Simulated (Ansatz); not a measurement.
The system is Y.

```xyz
1
Lattice="0.0000 2.5520 2.5520 2.5520 0.0000 2.5520 2.5520 2.5520 0.0000" Properties=species:S:1:pos:R:3 pbc="T T T"
Y     0.0000    0.0000    0.0000
```

This isn't the form of Y at room conditions, which is hcp.

Base run:

```yaml
Program: Ansatz 0.2.0
Functional: LDA
Potentials_or_basis: all-electron LAPW, scalar-relativistic
Cutoff: 129 eV
Density_cutoff: 518 eV
Basis_error_allowed: 0.001 eV/atom
k_mesh: 9 × 9 × 9
Occupations: fermi-dirac, width 0.05 eV
Spin: no spin polarisation
Hubbard_terms: Y d U = 4 eV
```

Its results: band gap on the k mesh none (metal or under the smearing width); pressure 2.4 GPa.

Problem. After a change of settings the same cell gave: band gap on the k mesh none (metal or under the smearing width); pressure 13.1 GPa. Which change was it?
A. hubbard terms from Y d U = 4 eV to Y d U = 5 eV
B. hubbard terms from Y d U = 4 eV to Y d U = 8 eV
C. occupations from fermi-dirac, width 0.05 eV to gaussian, width 0.1 eV; hubbard terms from Y d U = 4 eV to none
D. hubbard terms from Y d U = 4 eV to none

Solution. B.

Caveats: U is the effective U less J, on atomic orbitals that reach past the spheres; U without spin polarisation on a metal has little footing; the U is typed as a test and isn't derived for this compound.

Not every run made on this cell is shown here.
